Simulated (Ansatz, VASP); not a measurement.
## One calculation of Al, two programs

```xyz
4
Lattice="2.8168 0.0000 0.0000 -1.4084 2.4395 0.0000 0.0000 0.0000 23.8998" Properties=species:S:1:pos:R:3 pbc="T T T"
Al    1.4084    0.8132    8.5000
Al    0.0000    1.6263   10.7999
Al    0.0000    0.0000   13.0711
Al    1.4084    0.8132   15.3864
```

Alike in both runs: functional LDA; k mesh 12 × 12 × 1; occupations gaussian, width 0.1 eV; no spin polarisation.

Ansatz relaxed the structure, and its values are those at the end. VASP's run is a single point on that final structure, the one shown.

```csv
,VASP,Ansatz
version,VASP 6.6.1,Ansatz 0.2.0
potentials or method,"VASP PAW LDA potentials, release 64 (Al)","scalar-relativistic, plane waves, PAW"
plane-wave cutoff (eV),520,420
valence electrons in the cell,12,12
```

```csv
,VASP,Ansatz,Ansatz less VASP
gap on the k mesh at the Fermi level (eV),none,none,-
rms of the force components (eV/Å),0.014,0.014,-0.0005
```

A gap of «none» marks a metal or a gap that the smearing closes. Ansatz warned: «xc_potential_rough_in_thin_density».
